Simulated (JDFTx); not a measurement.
The system is C.

```
C
1.0
     0.00000    1.78337    1.78337
     1.78337    0.00000    1.78337
     1.78337    1.78337    0.00000
C
2
Direct
  0.75000 0.75000 0.75000
  0.50000 0.50000 0.50000
```

This isn't the form of C at room conditions, which is graphite.

Base run:

* Program: JDFTx 1.7.0 (patched build)
* Functional: LDA
* Potentials or basis: PseudoDojo-SR-LDA-0.4.1-standard
* Cutoff: 1116 eV
* Density cutoff: 8925 eV
* k mesh: 13 × 13 × 13
* Occupations: fermi-dirac, width 0.05 eV
* Spin: no spin polarisation

Its results: band gap on the k mesh 4.15 eV, indirect (least direct gap 5.56 eV); pressure -11.2 GPa.

**Question.** After a change of settings the same cell gave: band gap on the k mesh 3.95 eV, indirect (least direct gap 5.53 eV); pressure -3.0 GPa. Which change was it?
A. functional from LDA to PBE; potentials or basis from PseudoDojo-SR-LDA-0.4.1-standard to PseudoDojo-SR-PBE-0.5-standard; density cutoff from 8925 eV to 4463 eV
B. functional from LDA to PBE; potentials or basis from PseudoDojo-SR-LDA-0.4.1-standard to PseudoDojo-SR-PBE-0.5-standard
C. potentials or basis from PseudoDojo-SR-LDA-0.4.1-standard to SG15-PBE-1.2 with smoothed tails; cutoff from 1116 eV to 1361 eV; density cutoff from 8925 eV to 10885 eV

**Answer.** C.

Caveats: an odd mesh through Γ misses points on the zone boundary, where band edges often lie; the empty levels aren't tightly converged (some runs); the potentials were made for another functional, which shifts forces and pressure (some runs).

Not every run made on this cell is shown here.
